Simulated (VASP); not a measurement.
Input of a VASP 6.6.1 run:

INCAR

```
SYSTEM = C
ALGO = Normal
EDIFF = 1E-7
ENCUT = 520
GGA = PS
ISIF = 2
ISMEAR = 0
LASPH = .TRUE.
LCHARG = .FALSE.
LREAL = .FALSE.
LWAVE = .FALSE.
NBANDS = 11
NELM = 80
PREC = Accurate
SIGMA = 0.05
```

KPOINTS

```
k-points
0
G
  12 12 12
  0 0 0
```

File POSCAR:

```
C
1.0
    0.0000000000      1.7058284293      1.6347522448
    1.7058284293      0.0000000000      1.6347522448
    1.7058284293      1.7058284293      0.0000000000
C
2
Direct
    0.5000000000      0.5000000000      0.5000000000
    0.7500000000      0.7500000000      0.7500000000
```

Potentials or basis: VASP PAW PBE potentials, release 64 (C).

Command:

```bash
$ cat potpaw_PBE.64/C/POTCAR > POTCAR
$ mpirun -np 1 vasp_std > vasp.out
```

(1) Predict the band gap on the k mesh.

(2) Predict the pressure.

Results:

(1) 3.24 eV, indirect (least direct gap 5.21 eV).

(2) 102.0 GPa.

Caveat: the cell as given lies far from equilibrium; so large a pressure means that the cell lies far from this level's equilibrium, or that cutoff or potentials fall short; the potentials were made for another functional, which shifts forces and pressure.
